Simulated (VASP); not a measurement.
Write the native input for VASP 6.6.1 that does the following.

- Task: relaxation of cell and atoms
- Functional: optPBE-vdW
- Potentials or basis: VASP PAW PBE potentials, release 64 (I, Na_pv)
- Cutoff: 600 eV
- k mesh: 7 × 7 × 7
- Occupations: fermi-dirac, width 0.05 eV
- Spin: no spin polarisation
- Further INCAR settings: ALGO = Fast; EDIFF = 1e-07; IBRION = 2; EDIFFG = -0.005; NSW = 60; ISIF = 3

The structure of NaI lies in POSCAR:

```
NaI
1.0
    0.0000000000      3.2364000000      3.2364000000
    3.2364000000      0.0000000000      3.2364000000
    3.2364000000      3.2364000000      0.0000000000
I Na
1 1
Direct
    0.5000000000      0.5000000000      0.5000000000
    0.0000000000      0.0000000000      0.0000000000
```

The input as run:

INCAR

```
  PREC = Accurate
  ENCUT = 600
  EDIFF = 1E-7
  ISMEAR = -1
  SIGMA = 0.05
  LREAL = F
  LASPH = T
  NELM = 60
  ALGO = Fast
  ISIF = 3
  LWAVE = F
  LCHARG = F
  GGA = OR
  LUSE_VDW = T
  AGGAC = 0.0
  IBRION = 2
  NSW = 60
  EDIFFG = -0.005
```

KPOINTS

```
Automatic mesh
0
Gamma
  7 7 7
```

Potentials or basis: VASP PAW PBE potentials, release 64 (I, Na_pv).

Launch:

```bash
$ cat potpaw_PBE.64/I/POTCAR potpaw_PBE.64/Na_pv/POTCAR > POTCAR
$ mpirun -np 1 vasp_std > vasp.out
```

It gave:

```
Relaxed volume                         : 34.28 Å³/atom
Relaxed cell                           : a = 4.594 Å, b = 4.594 Å, c = 4.594 Å, α = 60.00°, β = 60.00°, γ = 60.00°
Space group after relaxing (to 0.05 Å) : Fm-3m (No. 225)
Energy gained by relaxing              : 0.2 meV/atom
Ionic steps                            : 6
Pressure after relaxing                : 0.0 GPa
Band gap on the k mesh                 : 3.69 eV, direct
```

Caveat: the PAW data sets were made with another functional, which shifts forces and pressure a little; spin-orbit coupling is left out, which moves the levels of the heavy elements.

It took 7.6 min on 1 thread of Intel(R) Xeon(R) Platinum 8488C (Sapphire Rapids), on a shared host, peak memory 0.57 GiB.
